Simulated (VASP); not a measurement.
# MgSe (Fm-3m) in VASP: further runs

Aim: see how the results for MgSe move with the level of theory and the settings. Levels: PBE, HSE06. Tasks: relaxation of cell and atoms, electrostatic potential.

Program: VASP 6.6.1. These are calculated values, not measurements. Logs are shortened: lines on timing, memory, paths and dates and some standing lists are left out, and cuts for length are marked.

### Step 1. The structure

It takes space group Fm-3m (No. 225, cubic). Conventional cell: a = 5.450 Å, b = 5.450 Å, c = 5.450 Å, α = 90.00°, β = 90.00°, γ = 90.00°. Mg (site symmetry m-3m) is surrounded by 6 Se at 2.73 Å. Se (site symmetry m-3m) is surrounded by 6 Mg at 2.73 Å.

The cell was built by a generator and needn't be a form met in nature.

### Step 2. Relaxation of cell and atoms, PBE

INCAR

```
  ALGO = Normal
  EDIFF = 1E-7
  EDIFFG = -0.005
  ENCUT = 600
  GGA = PE
  IBRION = 2
  ISIF = 3
  ISMEAR = 0
  KPAR = 4
  LASPH = True
  LCHARG = False
  LREAL = False
  LWAVE = False
  NELM = 120
  NSW = 40
  PREC = Accurate
  SIGMA = 0.02
```

KPOINTS

```
k-points
0
Gamma
  8 8 8
```

POSCAR

```
MgSe
1.0
    0.0000000000      2.7250000000      2.7250000000
    2.7250000000      0.0000000000      2.7250000000
    2.7250000000      2.7250000000      0.0000000000
Mg Se
1 1
Direct
    0.0000000000      0.0000000000      0.0000000000
    0.5000000000      0.5000000000      0.5000000000
```

Potentials or basis: VASP PAW PBE potentials, release 64 (Mg, Se).

Launch:

```sh
$ cat potpaw_PBE.64/Mg/POTCAR potpaw_PBE.64/Se/POTCAR > POTCAR
$ mpirun -np 4 vasp_std > vasp.out
```

OUTCAR:

```text
EDIFF = 1E-7
   EDIFFG = -0.005
   ENCUT = 600
   GGA = PE
   IBRION = 2
   ISIF = 3
   ISMEAR = 0
   LASPH = True
   LREAL = False
   NELM = 120
   NSW = 40
   PREC = Accurate

 ion  position               nearest neighbor table
   1  0.000  0.000  0.000-   2 2.73   2 2.73   2 2.73   2 2.73   2 2.73   2 2.73
   2  0.500  0.500  0.500-   1 2.73   1 2.73   1 2.73   1 2.73   1 2.73   1 2.73

  LATTYP: Found a face centered cubic cell.
 ALAT       =     5.4500000000

  Lattice vectors:

 A1 = (   0.0000000000,   2.7250000000,   2.7250000000)
 A2 = (   2.7250000000,   0.0000000000,   2.7250000000)
 A3 = (   2.7250000000,   2.7250000000,   0.0000000000)

Analysis of symmetry for initial positions (statically):
=====================================================================
 Subroutine PRICEL returns:
 Original cell was already a primitive cell.

 Routine SETGRP: Setting up the symmetry group for a
 face centered cubic supercell.

 Subroutine GETGRP returns: Found 48 space group operations
 (whereof 48 operations were pure point group operations)
 out of a pool of 48 trial point group operations.

The static configuration has the point symmetry O_h .

Analysis of symmetry for dynamics (positions and initial velocities):
=====================================================================
 Subroutine PRICEL returns:
 Original cell was already a primitive cell.

 Routine SETGRP: Setting up the symmetry group for a
 face centered cubic supercell.

 Subroutine GETGRP returns: Found 48 space group operations
 (whereof 48 operations were pure point group operations)
 out of a pool of 48 trial point group operations.

The dynamic configuration has the point symmetry O_h .

 Subroutine INISYM returns: Found 48 space group operations
 (whereof 48 operations are pure point group operations),
 and found     1 'primitive' translations

----------------------------------------------------------------------------------------

                                     Primitive cell

  volume of cell :      40.4697

  direct lattice vectors                    reciprocal lattice vectors
     0.000000000  2.725000000  2.725000000    -0.183486239  0.183486239  0.183486239
     2.725000000  0.000000000  2.725000000     0.183486239 -0.183486239  0.183486239
     2.725000000  2.725000000  0.000000000     0.183486239  0.183486239 -0.183486239

  length of vectors
     3.853731957  3.853731957  3.853731957     0.317807488  0.317807488  0.317807488

  position of ions in fractional coordinates (direct lattice)
     0.000000000  0.000000000  0.000000000
     0.500000000  0.500000000  0.500000000

  ion indices of the primitive-cell ions
   primitive index   ion index
                 1           1
                 2           2

----------------------------------------------------------------------------------------

 KPOINTS: k-points

Automatic generation of k-mesh.
 Grid dimensions read from file:
 generate k-points for:    8    8    8

 Generating k-lattice:

  Cartesian coordinates                     Fractional coordinates (reciprocal lattice)
    -0.022935780  0.022935780  0.022935780     0.125000000  0.000000000  0.000000000
     0.022935780 -0.022935780  0.022935780     0.000000000  0.125000000  0.000000000
     0.022935780  0.022935780 -0.022935780     0.000000000  0.000000000  0.125000000

  Length of vectors
     0.039725936  0.039725936  0.039725936

  Shift w.r.t. Gamma in fractional coordinates (k-lattice)
     0.000000000  0.000000000  0.000000000

 Subroutine IBZKPT returns following result:
 ===========================================

 Found     29 irreducible k-points:

 Following reciprocal coordinates:
            Coordinates               Weight
  0.000000  0.000000  0.000000      1.000000
  0.125000  0.000000  0.000000      8.000000
  0.250000  0.000000  0.000000      8.000000
  0.375000  0.000000  0.000000      8.000000
  0.500000  0.000000  0.000000      4.000000
  0.125000  0.125000  0.000000      6.000000
[... 16 lines left out ...]
  0.500000  0.250000  0.125000     48.000000
 -0.375000  0.250000  0.125000     24.000000
 [... further k-points ...]
   k-points           NKPTS =     29   k-points in BZ     NKDIM =     29   number of bands    NBANDS=      8
   number of dos      NEDOS =    301   number of ions     NIONS =      2
   total plane-waves  NPLWV =  32768
   dimension x,y,z NGX =    32 NGY =   32 NGZ =   32
   dimension x,y,z NGXF=    64 NGYF=   64 NGZF=   64
   ions per type =               1   1
   NGX,Y,Z   is equivalent  to a cutoff of  13.80, 13.80, 13.80 a.u.
   NGXF,Y,Z  is equivalent  to a cutoff of  27.61, 27.61, 27.61 a.u.
 SYSTEM =  unknown system
   PREC   = accura    normal or accurate (medium, high low for compatibility)
   ISTART =      0    job   : 0-new  1-cont  2-samecut
   ICHARG =      2    charge: 1-file 2-atom 10-const
   ISPIN  =      1    spin polarized calculation?
   LNONCOLLINEAR =      F non collinear calculations
   LSORBIT =      F    spin-orbit coupling
   LASPH  =      T    aspherical Exc in radial PAW
   ENCUT  =  600.0 eV  44.10 Ry    6.64 a.u.   7.70  7.70  7.70*2*pi/ulx,y,z
   NELM   =    120;   NELMIN=  2; NELMDL= -5     # of ELM steps
   EDIFF  = 0.1E-06   stopping-criterion for ELM
   LREAL  =      F    real-space projection
   EDIFFG = -.5E-02   stopping-criterion for IOM
   NSW    =     40    number of steps for IOM
   IBRION =      2    ionic relax: 0-MD 1-quasi-New 2-CG
   NFREE  =      1    steps in history (QN), initial steepest desc. (CG)
   ISIF   =      3    stress and relaxation
   ISYM   =      2    0-nonsym 1-usesym 2-fastsym
   POTIM  = 0.5000    time-step for ionic-motion
   TEBEG  =    0.0;   TEEND  =   0.0 temperature during run
   PSTRESS=    0.0 pullay stress
   NELECT =       8.0000    total number of electrons
   NUPDOWN=      -1.0000    fix difference up-down
   EMIN   =  10.00;   EMAX   =-10.00  energy-range for DOS
   EFERMI =   0.00;   METHOD = LEGACY
   ISMEAR =     0;   SIGMA  =   0.02  broadening in eV -4-tet -1-fermi 0-gaus
   EFERMI_NEDOS =   21; number of points for ismear=-14 and -15
   IALGO  =     38    algorithm
   IMIX   =      4    mixing-type and parameters
     AMIX     =   0.40;   BMIX     =  1.00
     AMIX_MAG =   1.60;   BMIX_MAG =  1.00
  volume/ion in A,a.u.               =      20.23       136.55
  Fermi-wavevector in a.u.,A,eV,Ry     =   0.953663  1.802162 12.374136  0.909473
  Thomas-Fermi vector in A             =   2.082339
   LORBIT       =      0    0 simple, 1 ext, 2 COOP (PROOUT), +10 PAW based schemes
   GGA     = PE    functional components
   LHFCALC =     F    Hartree Fock is set to
   AEXX    =    0.0000 exact exchange contribution
   IVDW    =     0    specifies the selected vdW correction
   LEPSILON=     F    determine dielectric tensor
   LRPA    =     F    only Hartree local field effects (RPA)
 conjugate gradient relaxation of ions
 non-spin polarized calculation
 Gauss-broadening in eV      SIGMA  =   0.02
  energy-cutoff  :      600.00
  volume of cell :       40.47
 maximum number of plane-waves:      1365
   NGX = 15   NGY = 15   NGZ = 15

--------------------------------------- Ionic step        1  -------------------------------------------

 number of electron       8.0000000 magnetization

 Free energy of the ion-electron system (eV)
  ---------------------------------------------------
  ext. energy  EPLUGINS =         0.00000000
  ---------------------------------------------------
  free energy    TOTEN  =        -7.48325262 eV

  energy without entropy =       -7.48325262  energy(sigma->0) =       -7.48325262

------------------------ aborting loop because EDIFF is reached ----------------------------------------

  FORCE on cell =-STRESS in cart. coord.  units (eV):
  Direction    XX          YY          ZZ          XY          YZ          ZX
  --------------------------------------------------------------------------------------
  -------------------------------------------------------------------------------------
  Total        0.4914430      0.4914430      0.4914430      0.0000000      0.0000000      0.0000000
  in kB       19.4560311     19.4560311     19.4560311      0.0000000      0.0000000      0.0000000
  external PRESSURE =      19.4560311 kB  Pullay stress =       0.0000000 kB
[... 57 lines left out ...]
  energy  without entropy=       -7.4902295622  energy(sigma->0) =       -7.49022956

--------------------------------------- Ionic step        3  -------------------------------------------

 number of electron       8.0000001 magnetization

 Free energy of the ion-electron system (eV)
  ---------------------------------------------------
  ext. energy  EPLUGINS =         0.00000000
  ---------------------------------------------------
  free energy    TOTEN  =        -7.49047384 eV

  energy without entropy =       -7.49047384  energy(sigma->0) =       -7.49047384

 E-fermi :   3.1039     XC(G=0):  -9.3719

 val. band max:        2.9849052565   @ k =   0.0000   0.0000   0.0000
 cond. band min:       4.7372978436   @ k =   0.5000   0.5000   0.0000
 fundamental gap:      1.7523925871
 Fermi energy:         3.1038896829

 k-point     1 :       0.0000    0.0000    0.0000
  band No.  band energies     occupation
      1      -9.8003      2.00000
      2       2.9849      2.00000
      3       2.9849      2.00000
      4       2.9849      2.00000
      5       5.3890      0.00000
      6      10.4058      0.00000
      7      10.4058      0.00000
      8      10.4058      0.00000
[... 243 lines left out ...]
 k-point    24 :      -0.3750    0.2500    0.1250
  band No.  band energies     occupation
      1      -8.5884      2.00000
      2      -1.3014      2.00000
      3       0.8476      2.00000
      4       1.8241      2.00000
      5       7.6545      0.00000
      6       8.3473      0.00000
      7      10.6432      0.00000
      8      11.9168      0.00000

 [... further k-points ...]

------------------------ aborting loop because EDIFF is reached ----------------------------------------

  FORCE on cell =-STRESS in cart. coord.  units (eV):
  Direction    XX          YY          ZZ          XY          YZ          ZX
  --------------------------------------------------------------------------------------
  -------------------------------------------------------------------------------------
  Total        0.0011797      0.0011797      0.0011797      0.0000000      0.0000000     -0.0000000
  in kB        0.0453329      0.0453329      0.0453329      0.0000000      0.0000000     -0.0000000
  external PRESSURE =       0.0453329 kB  Pullay stress =       0.0000000 kB
[... 17 lines left out ...]
  FREE ENERGIE OF THE ION-ELECTRON SYSTEM (eV)
  ---------------------------------------------------
  free  energy   TOTEN  =        -7.4904738415 eV

  energy  without entropy=       -7.4904738415  energy(sigma->0) =       -7.49047384

 reached required accuracy - stopping structural energy minimisation
```

Wall time 9.6 s (4 MPI ranks of AMD EPYC 9R45 (Zen 5), shared host); peak memory 0.16 GiB.

What came out:

| Property | Result |
| --- | --- |
| Free energy | -7.4905 eV |
| Relaxed volume | 20.85 Å³/atom |
| Relaxed cell | a = 3.892 Å, b = 3.892 Å, c = 3.892 Å, α = 60.00°, β = 60.00°, γ = 60.00° |
| Space group after relaxing (to 0.05 Å) | Fm-3m (No. 225) |
| Energy gained by relaxing | 3.6 meV/atom |
| Ionic steps | 3 |
| Pressure after relaxing | 0.0 GPa |
| Band gap on the k mesh | 1.75 eV, indirect (least direct gap 2.40 eV) |

Step by step:
```
step  energy change (eV)  largest force (eV/Å)  pressure (GPa)  volume (Å³)
   1              0.0000                0.0000            1.95        40.47
   2             -0.0070                0.0000           -0.33        41.93
   3             -0.0072                0.0000            0.00        41.69
```

Final structure:
```
CELL_PARAMETERS angstrom
0.00000 2.75218 2.75218
2.75218 0.00000 2.75218
2.75218 2.75218 0.00000
ATOMIC_POSITIONS crystal
Mg 0.00000 0.00000 0.00000
Se 0.50000 0.50000 0.50000
```

A k mesh can miss the band edges. As with any semilocal functional, this PBE gap is likely too small.

### Step 3. Electrostatic potential, PBE

This run uses another cell than the first one, of 20.85 Å³/atom, 1.030 times its volume.

INCAR

```
SYSTEM = MgSe
PREC = Accurate
ENCUT = 520
EDIFF = 1E-7
ISMEAR = 0
SIGMA = 0.02
LREAL = .False.
LASPH = .True.
NELM = 100
ALGO = Normal
ISIF = 2
LWAVE = .False.
LCHARG = .True.
GGA = PE
LVHAR = .True.
KPAR = 4
```

KPOINTS

```
regular mesh
0
Gamma
  8 8 8
  0 0 0
```

POSCAR

```
MgSe                                    
1.0
    0.0000000000      2.7521758938      2.7521758938
    2.7521758938      0.0000000000      2.7521758938
    2.7521758938      2.7521758938      0.0000000000
  Mg              Se            
     1     1
Direct
     0.0000000000000000    0.0000000000000000    0.0000000000000000
     0.5000000000000000    0.5000000000000000    0.5000000000000000
```

Potentials or basis: VASP PAW PBE potentials, release 64 (Mg, Se).

Launch:

```sh
$ cat potpaw_PBE.64/Mg/POTCAR potpaw_PBE.64/Se/POTCAR > POTCAR
$ mpirun -np 4 vasp_std > vasp.out
```

Wall time 4.1 s (4 MPI ranks of AMD EPYC 9R45 (Zen 5), shared host); peak memory 0.14 GiB.

Results (log left out):

```
Free energy            : -7.4904 eV
Pressure               : 0.0 GPa
Band gap on the k mesh : 1.75 eV, indirect (least direct gap 2.40 eV)
```

Levels at points of the mesh, in eV from the valence-band top:
```csv
k point,band 2,band 3,band 4,band 5,band 6,band 7
"(0.00, 0.00, 0.00)",0.00,0.00,0.00,2.40,7.42,7.42
"(0.50, 0.00, 0.00)",-4.79,-0.55,-0.55,3.79,6.06,6.06
"(0.50, 0.50, 0.00)",-4.11,-1.72,-1.72,1.75,4.04,11.47
```

A k mesh can miss the band edges. A hybrid or GW would open this gap; PBE tends to underestimate it.

### Step 4. Electrostatic potential, PBE, non-collinear spin, zero start, spin-orbit coupling

This run uses another cell than the first one, of 20.85 Å³/atom, 1.030 times its volume.

INCAR, as its differences from that of step 3:

```diff
@@ -13,2 +13,6 @@
 LCHARG = .True.
+MAGMOM = 0 0 0 0 0 0
+LORBIT = 11
+LSORBIT = .True.
+GGA_COMPAT = .False.
 GGA = PE
```

KPOINTS is that of step 3.

POSCAR is that of step 3.

Launch:

```sh
$ cat potpaw_PBE.64/Mg/POTCAR potpaw_PBE.64/Se/POTCAR > POTCAR
$ mpirun -np 4 vasp_ncl > vasp.out
```

Wall time 16 s (4 MPI ranks of AMD EPYC 9R45 (Zen 5), shared host); peak memory 0.26 GiB.

Results (log left out):

- Free energy: -7.5081 eV
- Pressure: 0.0 GPa
- Net moment: 0.00 μB per cell
- Valence electrons inside the program's atomic spheres: Mg 0.29; Se 3.94

Moments on the atoms (μB; x, y, z):
```
Mg  0.00 0.00 0.00
Se  0.00 0.00 0.00
```

### Step 5. Electrostatic potential, HSE06

This run uses another cell than the first one, of 20.85 Å³/atom, 1.030 times its volume.

POSCAR is that of step 4.

INCAR.step1

```
SYSTEM = MgSe
PREC = Accurate
ENCUT = 520
EDIFF = 1E-5
ISMEAR = 0
SIGMA = 0.02
LREAL = .False.
LASPH = .True.
NELM = 100
ALGO = Normal
ISIF = 2
LWAVE = .True.
GGA = PE
KPAR = 4
```

INCAR.step2

```
SYSTEM = MgSe
PREC = Accurate
ENCUT = 520
EDIFF = 1E-7
ISMEAR = 0
SIGMA = 0.02
LREAL = .False.
LASPH = .True.
NELM = 100
ALGO = Normal
ISIF = 2
LWAVE = .False.
LCHARG = .True.
GGA = PE
LHFCALC = .True.
HFSCREEN = 0.2
PRECFOCK = Fast
LVHAR = .True.
ISTART = 1
KPAR = 4
```

KPOINTS

```
regular mesh
0
Gamma
  6 6 6
  0 0 0
```

Launch:

```sh
$ cat potpaw_PBE.64/Mg/POTCAR potpaw_PBE.64/Se/POTCAR > POTCAR
$ cp INCAR.step1 INCAR
$ mpirun -np 4 vasp_std > vasp.out
$ cp INCAR.step2 INCAR
$ mpirun -np 4 vasp_std > vasp.out
```

Run time: 92 s. Hardware: 4 MPI ranks of AMD EPYC 9R45 (Zen 5), shared host; peak memory 0.25 GiB.

Results (log left out):

```yaml
Free_energy: -8.7794 eV
Pressure: -1.7 GPa
Band_gap_on_the_k_mesh: 2.61 eV, indirect (least direct gap 3.39 eV)
```

Levels at points of the mesh, in eV from the valence-band top:
| k point | band 2 | band 3 | band 4 | band 5 | band 6 | band 7 |
| --- | --- | --- | --- | --- | --- | --- |
| (0.00, 0.00, 0.00) | 0.00 | 0.00 | 0.00 | 3.39 | 8.46 | 8.46 |
| (0.50, 0.00, 0.00) | -5.22 | -0.60 | -0.60 | 4.71 | 7.09 | 7.09 |
| (0.50, 0.50, 0.00) | -4.50 | -1.87 | -1.87 | 2.61 | 4.90 | 12.87 |

Caveat: the PAW data sets were made with another functional, which shifts forces and pressure a little. A k mesh can miss the band edges.

### Step 6. Summary

| task | level | spin | cell | k mesh | cutoff (eV) | grid for exact exchange (PRECFOCK) | screening parameter | gap on the mesh (eV) | pressure (GPa) |
| --- | --- | --- | --- | --- | --- | --- | --- | --- | --- |
| relaxation of cell and atoms | PBE | off | relaxed | 8 × 8 × 8 | 600 | - | - | 1.75 | 0.0 |
| electrostatic potential | PBE | off | Fm-3m, 20.85 Å³/atom | 8 × 8 × 8 | 520 | - | - | 1.75 | 0.0 |
| electrostatic potential | PBE | non-collinear, zero start, SOC | Fm-3m, 20.85 Å³/atom | 8 × 8 × 8 | 520 | - | - | - | 0.0 |
| electrostatic potential | HSE06 | off | Fm-3m, 20.85 Å³/atom | 6 × 6 × 6 | 520 | Fast | 0.2 1/A | 2.61 | -1.7 |

Alike in all rows: potentials or basis VASP PAW PBE potentials, release 64 (Mg, Se); smearing gaussian 0.02 eV.

The pressure there spans -1.7 GPa (HSE06) to 0.0 GPa (PBE); a positive pressure means that this level wants a larger cell, a negative one a smaller.

Caveats: the PAW data sets were made with another functional, which shifts forces and pressure a little (some runs).

Total energies depend on the potentials used, so only differences within one code and one set of settings carry meaning.
